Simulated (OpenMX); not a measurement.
# Bi (P2/m) in OpenMX: further runs, part 2 of 2

OpenMX 3.8.5.

### Step 5. Single point, PBE

This run uses another cell than the first one, of 36.30 Å³/atom, 1.125 times its volume.

File Bi.dat:

```
System.CurrrentDirectory             ./
System.Name                          Bi
DATA.PATH                            ./DFT_DATA13
level.of.stdout                      1
level.of.fileout                     0
Species.Number                       1
<Definition.of.Atomic.Species
  Bi  Bi8.0-s3p2d2f1         Bi_PBE13
Definition.of.Atomic.Species>

Atoms.Number                         2
Atoms.SpeciesAndCoordinates.Unit     FRAC
<Atoms.SpeciesAndCoordinates
    1  Bi    0.5442472500    0.0000000000    0.7495778900   7.500  7.500
    2  Bi    0.4557527500    0.0000000000    0.2504221100   7.500  7.500
Atoms.SpeciesAndCoordinates>

Atoms.UnitVectors.Unit               Ang
<Atoms.UnitVectors
     3.3225272922    0.0000000000    0.0000000000
     0.0000000000    3.3053595516    0.0000000000
    -0.0825455450    0.0000000000    6.6113368985
Atoms.UnitVectors>

scf.XcType                           GGA-PBE
scf.SpinPolarization                 off
scf.ElectronicTemperature            580.226
scf.energycutoff                     500.0
scf.maxIter                          100
scf.EigenvalueSolver                 band
scf.Kgrid                            7 7 3
scf.Mixing.Type                      rmm-diisk
scf.Init.Mixing.Weight               0.05
scf.Min.Mixing.Weight                0.001
scf.Max.Mixing.Weight                0.3
scf.Mixing.History                   25
scf.Mixing.StartPulay                8
scf.criterion                        1.0e-8
scf.stress.tensor                    on
MD.Type                              nomd
```

Potentials or basis: OpenMX 2013 PBE set, Bi8.0-s3p2d2f1, grid cutoff 500 Ry.

Started as:

```
> openmx Bi.dat -nt 1 > Bi.std
```

Bi.out:

```text
Required cutoff energy (Ryd) for 3D-grids = 500.0000
      Used cutoff energy (Ryd) for 3D-grids = 507.0581, 512.2591, 512.1634
  Num. of grids of a-, b-, and c-axes = 45, 45, 90

  Num.Grid1.    45
  Num.Grid2.    45
  Num.Grid3.    90

  Cell_Volume =    489.974029057775 (Bohr^3)
  GridVol     =      0.002688472039 (Bohr^3)
  Cell vectors (bohr) of the grid cell (gtv)
    gtv_a =  0.139525914930,  0.000000000000,  0.000000000000
    gtv_b =  0.000000000000,  0.138804974361,  0.000000000000
    gtv_c = -0.001733205129,  0.000000000000,  0.138817946182
    |gtv_a| =  0.139525914930
    |gtv_b| =  0.138804974361
    |gtv_c| =  0.138828765687

***********************************************************

***********************************************************
                  SCF history at MD= 1
***********************************************************

   SCF=   1  NormRD=  1.000000000000  Uele= -22.596011997005
   SCF=   2  NormRD=  0.611136751553  Uele= -22.643576555000
   SCF=   3  NormRD=  0.552151796196  Uele= -22.700228651255
[... 220 lines left out ...]
  px          0    0.423451448  0.423451448   0.846902896   0.000000000
  py          0    0.426146739  0.426146739   0.852293478   0.000000000
  pz          0    0.399453460  0.399453460   0.798906920   0.000000000
   sum over m      1.249051647  1.249051647   2.498103294   0.000000000
  px          1   -0.014149479 -0.014149479  -0.028298958   0.000000000
  py          1   -0.013813904 -0.013813904  -0.027627808   0.000000000
  pz          1   -0.015212067 -0.015212067  -0.030424135   0.000000000
   sum over m     -0.043175450 -0.043175450  -0.086350901   0.000000000
   sum over m+mul  1.205876197  1.205876197   2.411752393   0.000000000
  d3z^2-r^2   0    0.999091893  0.999091893   1.998183785   0.000000000
  dx^2-y^2    0    0.999065328  0.999065328   1.998130657   0.000000000
  dxy         0    0.999115224  0.999115224   1.998230448   0.000000000
  dxz         0    0.999221300  0.999221300   1.998442601   0.000000000
  dyz         0    0.999152317  0.999152317   1.998304634   0.000000000
   sum over m      4.995646063  4.995646063   9.991292126   0.000000000
  d3z^2-r^2   1    0.054608784  0.054608784   0.109217567   0.000000000
  dx^2-y^2    1    0.060298981  0.060298981   0.120597962   0.000000000
  dxy         1    0.040976840  0.040976840   0.081953680   0.000000000
  dxz         1    0.040892966  0.040892966   0.081785932   0.000000000
  dyz         1    0.039760848  0.039760848   0.079521696   0.000000000
   sum over m      0.236538419  0.236538419   0.473076837   0.000000000
   sum over m+mul  5.232184481  5.232184481  10.464368963   0.000000000
  f5z^2-3r^2  0    0.011149553  0.011149553   0.022299107   0.000000000
  f5xz^2-xr^2 0    0.013175684  0.013175684   0.026351368   0.000000000
  f5yz^2-yr^2 0    0.013072616  0.013072616   0.026145233   0.000000000
  fzx^2-zy^2  0    0.014643248  0.014643248   0.029286496   0.000000000
  fxyz        0   -0.000845019 -0.000845019  -0.001690037   0.000000000
  fx^3-3*xy^2 0    0.012472469  0.012472469   0.024944939   0.000000000
  f3yx^2-y^3  0    0.012463373  0.012463373   0.024926746   0.000000000
   sum over m      0.076131925  0.076131925   0.152263850   0.000000000
   sum over m+mul  0.076131925  0.076131925   0.152263850   0.000000000

***********************************************************
       xyz-coordinates (Ang) and forces (Hartree/Bohr)
***********************************************************

<coordinates.forces
  2
    1    Bi     1.74640   0.00000   4.95571  -0.001206154807 -0.000000002619  0.000100432646
    2    Bi     1.49358   0.00000   1.65562   0.001206154806  0.000000002619 -0.000100432645
coordinates.forces>

***********************************************************
       Fractional coordinates of the final structure
***********************************************************

     1     Bi     0.54424725000000   0.00000000000000   0.74957789000000
     2     Bi     0.45575275000000   0.00000000000000   0.25042211000000
```

Bi.std:

```text
*******************************************************
 Welcome to OpenMX   Ver. 3.8.5
 Copyright (C), 2002-2014, T. Ozaki
 OpenMX comes with ABSOLUTELY NO WARRANTY.
 This is free software, and you are welcome to
 redistribute it under the constitution of the GNU-GPL.
*******************************************************
[... 210 lines left out ...]
  Uzs   =       0.000000000000
  Uzo   =       0.000000000000
  Uef   =       0.000000000000
  UvdW  =       0.000000000000
  Utot  =    -151.849694584507

*******************************************************
             MD or geometry opt. at MD = 1
*******************************************************

outputting data on grids to files...

The calculation was normally finished.
```

Wall time 2.7 min (1 thread of Arm Neoverse V1, shared host); peak memory 1.6 GiB.

What came out:

```yaml
Free_energy: -4132.0466 eV
Pressure: -0.7 GPa
Largest_force: 0.062 eV/Å
Band_gap_on_the_k_mesh: none (metal or under the smearing width)
```

Forces in eV/Å, atoms in the order of the input:
```
Bi  -0.062  0.000  0.005
Bi   0.062  0.000 -0.005
```

Levels at points of the mesh, in eV from the Fermi level:
| k point | band 13 | band 14 | band 15 | band 16 | band 17 | band 18 |
| --- | --- | --- | --- | --- | --- | --- |
| (0.00, 0.00, 0.00) | -4.55 | 3.09 | 3.13 | 3.17 | 4.52 | 4.85 |

Caveat: the basis has few d functions beyond the semicore shells, which can make volumes several per cent too large; spin-orbit coupling is left out, which moves the levels of the heavy elements; the basis of atomic orbitals isn't converged, which shifts pressures, moduli and gaps.

### Step 6. Overview

| cell | gap on the mesh (eV) | pressure (GPa) | largest force (eV/Å) |
| --- | --- | --- | --- |
| P2/m, 32.27 Å³/atom | none | 5.9 | 0.03 |
| P2/m, 33.61 Å³/atom | none | 3.2 | 0.04 |
| P2/m, 34.96 Å³/atom | none | 1.1 | 0.05 |
| P2/m, 36.3 Å³/atom | none | -0.7 | 0.06 |

Alike in all rows: task single point; level PBE; potentials or basis OpenMX 2013 PBE set, Bi8.0-s3p2d2f1, grid cutoff 500 Ry; no spin polarisation; k mesh 7 × 7 × 3; smearing fermi-dirac 0.05 eV.

Caveats: the basis has few d functions beyond the semicore shells, which can make volumes several per cent too large; spin-orbit coupling is left out, which moves the levels of the heavy elements; the basis of atomic orbitals isn't converged, which shifts pressures, moduli and gaps.

Absolute energies hang on the potentials; compare differences alone.
